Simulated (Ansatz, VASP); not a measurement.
# Ta3Sb: VASP beside Ansatz, part 2 of 2

Aim: how closely do two programs agree when they are given the same cell, functional and k mesh? The structure shown comes from an earlier Ansatz run, which isn't shown and may have moved the atoms alone.

VASP 6.6.1 and Ansatz 0.2.0.

So far: Starting point; Ansatz: elastic constants, PBEsol.

### Step 3. VASP: elastic constants, PBEsol

Level of this step: PBEsol; plane waves and PAW (Ta_pv, Sb) (VASP).

The same cell, functional, mesh and smearing now go to VASP, with its own data sets.

Lines of VASP's logs that name or quote its potential files are left out, and so is its time.

INCAR

```
SYSTEM = Ta3Sb
PREC = Accurate
ENCUT = 500
EDIFF = 1E-08
NELM = 120
ISMEAR = 1
SIGMA = 0.25
LREAL = .FALSE.
ALGO = Normal
GGA = PS
NBANDS = 47
LASPH = .TRUE.
LORBIT = 11
LWAVE = .FALSE.
LCHARG = .FALSE.
ISIF = 3
IBRION = 6
NFREE = 2
POTIM = 0.015
NSW = 1
GGA_COMPAT = .FALSE.
KPAR = 2
```

POSCAR

```
Ta3Sb
1.0
    5.2384967606      0.0000000000      0.0000000000
    0.0000000000      5.2384967606      0.0000000000
    0.0000000000      0.0000000000      5.2384967606
Ta Sb
6 2
Direct
    0.2500000000      0.0000000000      0.5000000000
    0.5000000000      0.7500000000      0.0000000000
    0.7500000000      0.0000000000      0.5000000000
    0.5000000000      0.2500000000      0.0000000000
    0.0000000000      0.5000000000      0.7500000000
    0.0000000000      0.5000000000      0.2500000000
    0.0000000000      0.0000000000      0.0000000000
    0.5000000000      0.5000000000      0.5000000000
```

KPOINTS

```
Automatic mesh
0
Gamma
6 6 6
0 0 0
```

PAW data sets: Ta_pv and Sb (PBE family, release 64).

Started as:

```console
$ mpirun -np 2 vasp_std
```

Numbers of over 12 decimals in the logs are rounded to 6 here.

The program printed:

```text
[banner, memory and clock lines left out]
running    2 mpi-ranks, on    1 nodes
 distrk:  each k-point on    1 cores,    2 groups
 distr:  one band on    1 cores,    1 groups

 POSCAR found type information on POSCAR TaSb
 POSCAR found :  2 types and       8 ions
|                                                                             |
|               ----> ADVICE to this user running VASP <----                  |
|                                                                             |
|     You enforced a specific xc type in the INCAR file but a different       |
|     [... a line on the potential file left out ...]
|     I HOPE YOU KNOW WHAT YOU ARE DOING!                                     |
|                                                                             |

 LDA part: xc-table for (Slater+PW92), standard interpolation
 POSCAR, INCAR and KPOINTS ok, starting setup
 FFT: planning ... GRIDC
 FFT: planning ... GRID_SOFT
 FFT: planning ... GRID
 WAVECAR not read
 entering main loop
       N       E                     dE             d eps       ncg     rms          rms(c)
DAV:   1     0.753493986144E+03    0.75349E+03   -0.38919E+04  1880   0.156E+03
DAV:   2    -0.492737889429E+02   -0.80277E+03   -0.78386E+03  2091   0.468E+02
DAV:   3    -0.875655855875E+02   -0.38292E+02   -0.36987E+02  2403   0.894E+01
DAV:   4    -0.885742915345E+02   -0.10087E+01   -0.99915E+00  2312   0.140E+01
DAV:   5    -0.886031068742E+02   -0.28815E-01   -0.28779E-01  2475   0.227E+00    0.359E+01
DAV:   6    -0.863408786218E+02    0.22622E+01   -0.26489E+00  2218   0.914E+00    0.179E+01
DAV:   7    -0.856120769019E+02    0.72880E+00   -0.20231E+00  2235   0.759E+00    0.123E+00
DAV:   8    -0.855990759567E+02    0.13001E-01   -0.91370E-02  2292   0.142E+00    0.484E-01
DAV:   9    -0.855985221272E+02    0.55383E-03   -0.41933E-03  2291   0.277E-01    0.210E-01
DAV:  10    -0.855985044428E+02    0.17684E-04   -0.37094E-04  2316   0.105E-01    0.560E-02
DAV:  11    -0.855985027762E+02    0.16666E-05   -0.34444E-05  2298   0.300E-02    0.115E-02
DAV:  12    -0.855984999364E+02    0.28398E-05   -0.32234E-06  2483   0.963E-03    0.291E-03
DAV:  13    -0.855985001945E+02   -0.25814E-06   -0.25470E-07  2313   0.235E-03    0.184E-03
DAV:  14    -0.855985001399E+02    0.54673E-07   -0.15180E-08  1568   0.630E-04    0.245E-04
DAV:  15    -0.855985001478E+02   -0.79272E-08   -0.20240E-09  1353   0.230E-04
   1 F= -.85598500E+02 E0= -.85607564E+02  d E =0.271921E-01
[... from here on, the cycles between the ionic steps are left out ...]
   2 F= -.85566973E+02 E0= -.85575881E+02  d E =0.267251E-01
  12 F= -.85589696E+02 E0= -.85598733E+02  d E =0.271087E-01
  13 F= -.85589696E+02 E0= -.85598733E+02  d E =0.271088E-01
  14 F= -.85596384E+02 E0= -.85605389E+02  d E =0.270128E-01
  15 F= -.85596384E+02 E0= -.85605389E+02  d E =0.270128E-01
  16 F= -.85597551E+02 E0= -.85606618E+02  d E =0.272026E-01
  17 F= -.85597551E+02 E0= -.85606618E+02  d E =0.272026E-01
  18 F= -.85597189E+02 E0= -.85606255E+02  d E =0.271973E-01
 Finite differences progress:
  Degree of freedom:   9/  9
  Displacement:        1/  2
  Total:              17/ 18
 bond charge predicted
       N       E                     dE             d eps       ncg     rms          rms(c)
DAV:   1    -0.855967887330E+02    0.40010E-03   -0.18232E-01  6373   0.136E+00    0.168E-01
DAV:   2    -0.855972084481E+02   -0.41972E-03   -0.66720E-03  7347   0.285E-01    0.695E-02
DAV:   3    -0.855971896961E+02    0.18752E-04   -0.23884E-04  7622   0.658E-02    0.308E-02
DAV:   4    -0.855971889799E+02    0.71622E-06   -0.21078E-05  7666   0.263E-02    0.110E-02
DAV:   5    -0.855971889232E+02    0.56656E-07   -0.37966E-06  7499   0.123E-02    0.381E-03
DAV:   6    -0.855971888264E+02    0.96811E-07   -0.56551E-07  7523   0.552E-03    0.103E-03
DAV:   7    -0.855971888233E+02    0.31341E-08   -0.65243E-08  7245   0.160E-03
  19 F= -.85597189E+02 E0= -.85606255E+02  d E =0.271973E-01
 Finite differences progress:
  Degree of freedom:   9/  9
  Displacement:        2/  2
  Total:              18/ 18
```

From OUTCAR (step 3):

```text
ion  position               nearest neighbor table
   1  0.250  0.000  0.500-   3 2.62   3 2.62   8 2.93   7 2.93   8 2.93   7 2.93   4 3.21   2 3.21
                             4 3.21   5 3.21   5 3.21   6 3.21   6 3.21   2 3.21
   2  0.500  0.750  0.000-   4 2.62   4 2.62   8 2.93   8 2.93   7 2.93   7 2.93   1 3.21   1 3.21
                             3 3.21   5 3.21   6 3.21   5 3.21   6 3.21   3 3.21
   3  0.750  0.000  0.500-   1 2.62   1 2.62   8 2.93   7 2.93   8 2.93   7 2.93   4 3.21   2 3.21
                             4 3.21   5 3.21   5 3.21   6 3.21   6 3.21   2 3.21
   4  0.500  0.250  0.000-   2 2.62   2 2.62   8 2.93   8 2.93   7 2.93   7 2.93   3 3.21   1 3.21
                             3 3.21   5 3.21   6 3.21   5 3.21   6 3.21   1 3.21
   5  0.000  0.500  0.750-   6 2.62   6 2.62   8 2.93   7 2.93   7 2.93   8 2.93   3 3.21   4 3.21
                             1 3.21   3 3.21   1 3.21   2 3.21   4 3.21   2 3.21
   6  0.000  0.500  0.250-   5 2.62   5 2.62   8 2.93   7 2.93   7 2.93   8 2.93   3 3.21   4 3.21
                             1 3.21   3 3.21   1 3.21   2 3.21   4 3.21   2 3.21
   7  0.000  0.000  0.000-   1 2.93   2 2.93   3 2.93   4 2.93   5 2.93   6 2.93   1 2.93   3 2.93
                             5 2.93   6 2.93   2 2.93   4 2.93
   8  0.500  0.500  0.500-   1 2.93   2 2.93   3 2.93   4 2.93   5 2.93   6 2.93   2 2.93   4 2.93
                             1 2.93   3 2.93   5 2.93   6 2.93

  LATTYP: Found a simple cubic cell.
 ALAT       =     5.2384967606

 Subroutine GETGRP returns: Found 48 space group operations
 (whereof 24 operations were pure point group operations)

The static configuration has the point symmetry T_h .
 The point group associated with its full space group is O_h .

 Found     20 irreducible k-points:

   k-points           NKPTS =     20   k-points in BZ     NKDIM =     20   number of bands    NBANDS=     47

   dimension x,y,z NGX =    40 NGY =   40 NGZ =   40
   dimension x,y,z NGXF=    80 NGYF=   80 NGZF=   80

   ENCUT  =  500.0 eV  36.75 Ry    6.06 a.u.   9.55  9.55  9.55*2*pi/ulx,y,z

   NELECT =      76.0000    total number of electrons

 k-points in reciprocal lattice and weights: Automatic mesh
   0.00000000  0.00000000  0.00000000       0.005
   0.16666667  0.00000000  0.00000000       0.028
   0.33333333  0.00000000  0.00000000       0.028
   0.50000000  0.00000000  0.00000000       0.014
   0.16666667  0.16666667  0.00000000       0.056
   0.33333333  0.16666667  0.00000000       0.111
   0.50000000  0.16666667  0.00000000       0.056
   0.33333333  0.33333333  0.00000000       0.056
   0.50000000  0.33333333  0.00000000       0.056
[...]
0.50000000  0.50000000  0.33333333       0.028
   0.50000000  0.50000000  0.50000000       0.005

 average (electrostatic) potential at core
       1 -34.1389       2 -34.1393       3 -34.1399       4 -34.1393       5 -34.1394
       6 -34.1394       7 -84.7541       8 -84.7542

 E-fermi :   7.8142

 k-point     1 :       0.0000    0.0000    0.0000
  band No.  band energies     occupation
    ...
     34       6.8055      2.00000
     35       6.8055      2.00000
     36       6.8056      2.00000
     37       7.5753      2.03977
     38       7.5754      2.03969
     39       8.0834     -0.06273
     40      10.6038     -0.00000
     41      10.6049     -0.00000
     42      10.6051     -0.00000
     43      10.6617     -0.00000
    ...

 k-point     2 :       0.1667    0.0000    0.0000
  band No.  band energies     occupation
    ...
     34       6.7798      2.00000
     35       6.7800      2.00000
     36       6.7925      2.00000
     37       7.5876      2.02505
     38       7.5908      2.02059
     39       8.5496     -0.00026
     40       9.8164     -0.00000
     41      10.4131     -0.00000
     42      10.4133     -0.00000
     43      10.7182     -0.00000
    ...

 k-point     3 :       0.3333    0.0000    0.0000
  band No.  band energies     occupation
    ...
     34       6.5458      2.00000
     35       6.5460      2.00000
     36       6.7275      2.00000
     37       7.2594      2.00739
     38       7.4116      2.04516
     39       8.9396     -0.00000
     40       9.7713     -0.00000
     41      10.1480     -0.00000
     42      10.1481     -0.00000
     43      10.3768     -0.00000
    ...

   1 f  =    6.564740 THz    41.247475 2PiTHz  218.976139 cm-1    27.149569 meV
             X         Y         Z           dx          dy          dz
      1.309624  0.000000  2.619248     0.242882   -0.000000   -0.000000
      2.619248  3.928873  0.000000     0.000000   -0.332163   -0.000000
      3.928873  0.000000  2.619248    -0.242882   -0.000000   -0.000000
      2.619248  1.309624  0.000000     0.000000    0.332163   -0.000000
      0.000000  2.619248  3.928873    -0.000000    0.000000    0.575045
      0.000000  2.619248  1.309624    -0.000000    0.000000   -0.575045
      0.000000  0.000000  0.000000    -0.000000   -0.000000   -0.000000
      2.619248  2.619248  2.619248     0.000000    0.000000   -0.000000

   2 f  =    6.564740 THz    41.247475 2PiTHz  218.976139 cm-1    27.149569 meV
             X         Y         Z           dx          dy          dz
      1.309624  0.000000  2.619248     0.523777    0.000000    0.000000
      2.619248  3.928873  0.000000     0.000000    0.472230   -0.000000
      3.928873  0.000000  2.619248    -0.523777    0.000000    0.000000
      2.619248  1.309624  0.000000     0.000000   -0.472230   -0.000000
      0.000000  2.619248  3.928873    -0.000000   -0.000000    0.051547
      0.000000  2.619248  1.309624    -0.000000   -0.000000   -0.051547
      0.000000  0.000000  0.000000    -0.000000    0.000000   -0.000000
      2.619248  2.619248  2.619248     0.000000   -0.000000    0.000000

   3 f  =    6.427069 THz    40.382464 2PiTHz  214.383939 cm-1    26.580209 meV
             X         Y         Z           dx          dy          dz
      1.309624  0.000000  2.619248     0.408248   -0.000000    0.000000
      2.619248  3.928873  0.000000     0.000000   -0.408248   -0.000000
      3.928873  0.000000  2.619248    -0.408248   -0.000000    0.000000
      2.619248  1.309624  0.000000     0.000000    0.408248   -0.000000
      0.000000  2.619248  3.928873    -0.000000    0.000000   -0.408248
      0.000000  2.619248  1.309624     0.000000    0.000000    0.408248
      0.000000  0.000000  0.000000    -0.000000   -0.000000   -0.000000
      2.619248  2.619248  2.619248     0.000000    0.000000   -0.000000

   4 f  =    5.770141 THz    36.254866 2PiTHz  192.471189 cm-1    23.863375 meV
             X         Y         Z           dx          dy          dz
      1.309624  0.000000  2.619248     0.000000   -0.201321    0.001333
      2.619248  3.928873  0.000000    -0.193340    0.000000   -0.001333
      3.928873  0.000000  2.619248    -0.000000   -0.201321    0.001333
      2.619248  1.309624  0.000000    -0.193340   -0.000000   -0.001333
      0.000000  2.619248  3.928873     0.193340    0.201321    0.000000
      0.000000  2.619248  1.309624     0.193340    0.201321   -0.000000
      0.000000  0.000000  0.000000     0.406357   -0.423132   -0.002802
      2.619248  2.619248  2.619248    -0.406357    0.423132    0.002802

   5 f  =    5.770141 THz    36.254866 2PiTHz  192.471189 cm-1    23.863375 meV
             X         Y         Z           dx          dy          dz
      1.309624  0.000000  2.619248    -0.000000   -0.192975    0.015860
      2.619248  3.928873  0.000000     0.201051    0.000000   -0.015860
      3.928873  0.000000  2.619248     0.000000   -0.192975    0.015860
      2.619248  1.309624  0.000000     0.201051    0.000000   -0.015860
      0.000000  2.619248  3.928873    -0.201051    0.192975   -0.000000
      0.000000  2.619248  1.309624    -0.201051    0.192975    0.000000
      0.000000  0.000000  0.000000    -0.422564   -0.405591   -0.033333
      2.619248  2.619248  2.619248     0.422564    0.405591    0.033333

   6 f  =    5.770141 THz    36.254866 2PiTHz  192.471189 cm-1    23.863375 meV
             X         Y         Z           dx          dy          dz
      1.309624  0.000000  2.619248    -0.000000    0.011945    0.278674
      2.619248  3.928873  0.000000    -0.010517   -0.000000   -0.278674
      3.928873  0.000000  2.619248     0.000000    0.011945    0.278674
      2.619248  1.309624  0.000000    -0.010517    0.000000   -0.278674
      0.000000  2.619248  3.928873     0.010517   -0.011945    0.000000
      0.000000  2.619248  1.309624     0.010517   -0.011945    0.000000
      0.000000  0.000000  0.000000     0.022105    0.025106   -0.585710
      2.619248  2.619248  2.619248    -0.022105   -0.025106    0.585710

   7 f  =    5.244717 THz    32.953531 2PiTHz  174.944941 cm-1    21.690399 meV
             X         Y         Z           dx          dy          dz
      1.309624  0.000000  2.619248    -0.011907   -0.220176    0.013052
      2.619248  3.928873  0.000000    -0.092160   -0.028447    0.013052
      3.928873  0.000000  2.619248    -0.011907   -0.220176    0.013052
      2.619248  1.309624  0.000000    -0.092160   -0.028447    0.013052
      0.000000  2.619248  3.928873    -0.092160   -0.220176    0.001686
      0.000000  2.619248  1.309624    -0.092160   -0.220176    0.001686
      0.000000  0.000000  0.000000     0.239147    0.571336   -0.033868
      2.619248  2.619248  2.619248     0.239147    0.571336   -0.033868

   8 f  =    5.244717 THz    32.953531 2PiTHz  174.944941 cm-1    21.690399 meV
             X         Y         Z           dx          dy          dz
      1.309624  0.000000  2.619248    -0.026882    0.091479    0.074049
      2.619248  3.928873  0.000000    -0.208061    0.011819    0.074049
      3.928873  0.000000  2.619248    -0.026882    0.091479    0.074049
      2.619248  1.309624  0.000000    -0.208061    0.011819    0.074049
      0.000000  2.619248  3.928873    -0.208061    0.091479    0.009567
      0.000000  2.619248  1.309624    -0.208061    0.091479    0.009567
      0.000000  0.000000  0.000000     0.539900   -0.237380   -0.192152
      2.619248  2.619248  2.619248     0.539900   -0.237380   -0.192152

   9 f  =    5.244717 THz    32.953531 2PiTHz  174.944941 cm-1    21.690399 meV
             X         Y         Z           dx          dy          dz
      1.309624  0.000000  2.619248    -0.009458    0.017189   -0.226909
      2.619248  3.928873  0.000000    -0.073200    0.002221   -0.226909
      3.928873  0.000000  2.619248    -0.009458    0.017189   -0.226909
      2.619248  1.309624  0.000000    -0.073200    0.002221   -0.226909
      0.000000  2.619248  3.928873    -0.073200    0.017189   -0.029317
      0.000000  2.619248  1.309624    -0.073200    0.017189   -0.029317
      0.000000  0.000000  0.000000     0.189947   -0.044603    0.588808
      2.619248  2.619248  2.619248     0.189947   -0.044603    0.588808

  10 f  =    3.374816 THz    21.204596 2PiTHz  112.571751 cm-1    13.957112 meV
             X         Y         Z           dx          dy          dz
      1.309624  0.000000  2.619248    -0.600887   -0.005279    0.016234
      2.619248  3.928873  0.000000     0.237589    0.013351    0.016234
      3.928873  0.000000  2.619248    -0.600887   -0.005279    0.016234
      2.619248  1.309624  0.000000     0.237589    0.013351    0.016234
      0.000000  2.619248  3.928873     0.237589   -0.005279   -0.041058
      0.000000  2.619248  1.309624     0.237589   -0.005279   -0.041058
      0.000000  0.000000  0.000000     0.153200   -0.003404    0.010468
      2.619248  2.619248  2.619248     0.153200   -0.003404    0.010468

  11 f  =    3.374816 THz    21.204596 2PiTHz  112.571751 cm-1    13.957112 meV
             X         Y         Z           dx          dy          dz
      1.309624  0.000000  2.619248     0.013825   -0.238125    0.002567
      2.619248  3.928873  0.000000    -0.005466    0.602242    0.002567
      3.928873  0.000000  2.619248     0.013825   -0.238125    0.002567
      2.619248  1.309624  0.000000    -0.005466    0.602242    0.002567
    [... 145 further lines ...]
      0.000000  0.000000  0.000000     0.297369   -0.056708    0.000651
      2.619248  2.619248  2.619248     0.297369   -0.056708    0.000651

 ELASTIC MODULI CONTR FROM IONIC RELAXATION (kBar)
 Direction    XX          YY          ZZ          XY          YZ          ZX
 --------------------------------------------------------------------------------
 XX         -51.8675     25.9338     25.9338     -0.0000      0.0000      0.0000
 YY          25.9338    -51.8675     25.9338     -0.0000     -0.0000     -0.0000
 ZZ          25.9338     25.9338    -51.8675      0.0000      0.0000      0.0000
 XY          -0.0000      0.0000      0.0000   -200.0507      0.0000     -0.0000
 YZ           0.0000     -0.0000      0.0000      0.0000   -200.0507     -0.0000
 ZX           0.0000     -0.0000      0.0000     -0.0000     -0.0000   -200.0507
 --------------------------------------------------------------------------------

 TOTAL ELASTIC MODULI (kBar)
 Direction    XX          YY          ZZ          XY          YZ          ZX
 --------------------------------------------------------------------------------
 XX        3783.8169   1178.5262   1178.5262     -0.0000      0.0000      0.0000
 YY        1178.5262   3783.8169   1178.5262     -0.0000     -0.0000     -0.0000
 ZZ        1178.5262   1178.5262   3783.8169      0.0000      0.0000      0.0000
 XY          -0.0000      0.0000      0.0000    671.5550      0.0000     -0.0000
 YZ           0.0000     -0.0000      0.0000      0.0000    671.5550     -0.0000
 ZX           0.0000     -0.0000      0.0000     -0.0000     -0.0000    671.5550
 --------------------------------------------------------------------------------

 total charge
# of ion       s       p       d       tot
------------------------------------------
    1        0.328   6.163   2.475   8.967
    2        0.328   6.163   2.475   8.967
    3        0.328   6.163   2.475   8.967
    4        0.328   6.163   2.475   8.967
    5        0.328   6.163   2.475   8.967
    6        0.328   6.163   2.475   8.967
    7        1.045   1.375   0.127   2.547
    8        1.045   1.375   0.127   2.547
--------------------------------------------------
tot          4.056  39.731  15.106  58.894

[... 1 further part left out ...]
```

CONTCAR:

```
Ta3Sb
   1.00000000000000
     5.2384967606000004    0.0000000000000000    0.0000000000000000
     0.0000000000000000    5.2384967606000004    0.0000000000000000
     0.0000000000000000    0.0000000000000000    5.2384967606000004
  Ta              Sb
     6     2
Direct
     0.2500000000000000    0.0000000000000000    0.5000000000000000
     0.5000000000000000    0.7500000000000000    0.0000000000000000
     0.7500000000000000    0.0000000000000000    0.5000000000000000
     0.5000000000000000    0.2500000000000000    0.0000000000000000
     0.0000000000000000    0.5000000000000000    0.7500000000000000
     0.0000000000000000    0.5000000000000000    0.2500000000000000
    -0.0028634168704310    0.0000000000000000    0.0000000000000000
     0.5000000000000000    0.5000000000000000    0.5000000000000000
```

Levels, forces or a CONTCAR printed for this step are those of its last displaced cell, not of the structure at rest.

### Step 4. Differences

Known differences besides the potentials themselves: the data sets hold 108 valence electrons in Ansatz (on its default PAW (the set named soft_2) files) and 76 in VASP; the cutoff is 420 eV in Ansatz and 500 eV in VASP; Ansatz makes its cores anew for this functional, VASP keeps those of its PBE data sets; VASP takes each elastic constant from one size of strain, Ansatz from those that its log lists. Total energies have different zeros and are not compared.

Compared:

```
 quantity  Ansatz   VASP  difference
C11 (GPa)   374.6  378.4     -1.00 %
C22 (GPa)   374.6  378.4     -1.00 %
C33 (GPa)   374.6  378.4     -1.00 %
C12 (GPa)   115.9  117.8     -1.65 %
C13 (GPa)   115.9  117.8     -1.65 %
C23 (GPa)   115.9  117.8     -1.65 %
C44 (GPa)    67.6   67.2     +0.60 %
C55 (GPa)    67.6   67.2     +0.60 %
C66 (GPa)    67.6   67.2     +0.60 %
```

### Step 5. Outcome

| Quantity | Value |
| --- | --- |
| difference in C12 (elastic constants, PBEsol) | -1.6 % |

The difference in C12 is -1.6 % (elastic constants, PBEsol), within the 5 % picked in this series as the mark of a large difference. The data sets hold unlike numbers of valence electrons (108 in Ansatz and 76 in VASP), so part of the differences comes from the potentials. How closely two codes agree says nothing of how well the functional describes the real material.

[Lines on the potential files, build, host, timing and source positions are cut from VASP's logs without a mark.]

[Logs are printed without paths, hosts, clocks, repeated set-up lines and the standing remarks that a program may print on its own settings, such as how far it seeks lower states.]

[Hosts, paths, dates, database ids (printed as entryN), source tags and the programs' standing remarks are cut or masked in the printed files.]
